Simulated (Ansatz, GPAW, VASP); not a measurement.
# One calculation of BN, 3 ways

```
N B
1.0
     0.00000    1.81300    1.81300
     1.81300    0.00000    1.81300
     1.81300    1.81300    0.00000
N B
1 1
Direct
  0.25000 0.25000 0.25000
  0.00000 0.00000 0.00000
```

The cell is a database's computed one, not the measured one.

Alike in all runs: task single point; functional PBE; k mesh 13 × 13 × 13; occupations gaussian, width 0.021 eV; no spin polarisation; no spin-orbit coupling. Pressure is positive in compression and, in plane waves, holds the error of the finite cutoff.

```tsv
program and potentials	plane-wave cutoff (eV)	notes	pressure (GPa)
VASP, PBE PAW files B, N, 520 eV	520	-	-0.17
Ansatz, all-electron LAPW, scalar-relativistic	-	-	-0.41
GPAW, GPAW PAW data sets (gpaw-data 1.2.1)	800	-	-1.60
```

The pressure spans -1.60 (GPAW, GPAW PAW data sets (gpaw-data 1.2.1)) to -0.17 GPa (VASP, PBE PAW files B, N, 520 eV), with all-electron results at -0.41.

Differences between rows come from potentials, basis sets and numerical settings, since the functional is the same but for its coding. Runs on potential files found faulty are left out.
